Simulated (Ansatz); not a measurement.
## SnTe: equation of state with LDA

SnTe:

```xyz
2
Lattice="0.0000 3.6111 3.6111 3.6111 0.0000 3.6111 3.6111 3.6111 0.0000" Properties=species:S:1:pos:R:3 pbc="T T T"
Te    1.8056    1.8056    1.8056
Sn    0.0000    0.0000    0.0000
```

Measurements of this composition are mostly on another form, of space group No. 225.

| Quantity | Value |
| --- | --- |
| Program | Ansatz 0.2.0 |
| Task | equation of state |
| Functional | LDA |
| Potentials or basis | Ansatz PAW |
| Cutoff | 420 eV |
| Density cutoff | 1680 eV |
| k mesh | 7 × 7 × 7 |
| Occupations | fermi-dirac, width 0.05 eV |
| Spin | no spin polarisation |

| Quantity | Value |
| --- | --- |
| Equilibrium volume | 42.97 Å³/atom (rough: see the caveat) |
| Bulk modulus | 28 GPa (rough) |

Energy against volume, from the lowest point:
| volume (Å³/atom) | energy (meV/atom) |
| --- | --- |
| 44.265 | 0.00 |
| 45.207 | 6.26 |
| 46.149 | 15.38 |
| 47.091 | 27.09 |
| 48.033 | 41.16 |
| 48.974 | 57.34 |
| 49.916 | 75.42 |

All runs of the series together: 12 s on 2 threads of Intel(R) Xeon(R) 6975P-C (Granite Rapids) (shared host).

Caveat: the minimum lies outside the volumes run. Spin-orbit coupling is left out, which matters for the levels of Te.
